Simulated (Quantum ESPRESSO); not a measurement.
Runs of Quantum ESPRESSO 7.5 on CuAu. Symmetry: P4/mmm, No. 123, tetragonal system. The conventional cell has a = 2.811 Å, b = 2.811 Å, c = 3.685 Å, α = 90.00°, β = 90.00°, γ = 90.00°. Around Au (site symmetry 4/mmm) lie 8 Cu at 2.71 Å and 4 Au at 2.81 Å. Around Cu (site symmetry 4/mmm) lie 8 Au at 2.71 Å and 4 Cu at 2.81 Å. 

```tsv
task	level	potentials or basis	cell	k mesh	cutoff (eV)	SCF threshold	form of the LDA correlation	symmetry	mesh quality	gap on the mesh (eV)	pressure (GPa)	V0 of scaled cells (Å³/atom)	B0 (GPa)
single point	PBEsol	GBRV 1.5 PBEsol	as given	9 × 9 × 7	762	4e-10 Ry	-	-	not flagged	none	-4.2	-	-
band structure	PBEsol	GBRV 1.5 PBEsol	as given	9 × 9 × 7	762	4e-10 Ry	-	-	not flagged	none	-4.2	-	-
equation of state	LDA	GBRV 1.5 LDA	as given	9 × 9 × 7	762	4e-10 Ry	PZ81	-	not flagged	-	-	13.79	(b)
equation of state	PBEsol	GBRV 1.5 PBEsol	as given	9 × 9 × 7	762	4e-10 Ry	-	-	not flagged	-	-	14.20	175
single point	PBEsol	GBRV 1.5 PBEsol	atoms moved at random, drawn with an rms of 0.05 Å	9 × 9 × 7	762	4e-10 Ry	-	-	not flagged	none	-4.1	-	-
equation of state	r2SCAN	SG15 PBE 1.2	as given	6 × 6 × 5	1197	1e-08 Ry	-	off	coarse	-	-	(a)	155
```

Alike in all rows: no spin polarisation; smearing fermi-dirac 0.05 eV.

Question: Estimate the missing entries.

Answer: (a) 14.56; (b) 194.

Caveats: some runs use coarse meshes; the cell was scaled at fixed shape and fractional positions, which overstates the stiffness of a crystal with free parameters, most of all of layers and chains (some runs); spin-orbit coupling is left out, which moves the levels of the heavy elements (some runs); the potentials were made for another functional, which shifts forces and pressure (some runs).

A k mesh can miss the band edges, and the runs leave out spin-orbit coupling on Au.

A gap of «none» marks a metal or a gap under the smearing width.

Runs at the PBE level aren't shown here.
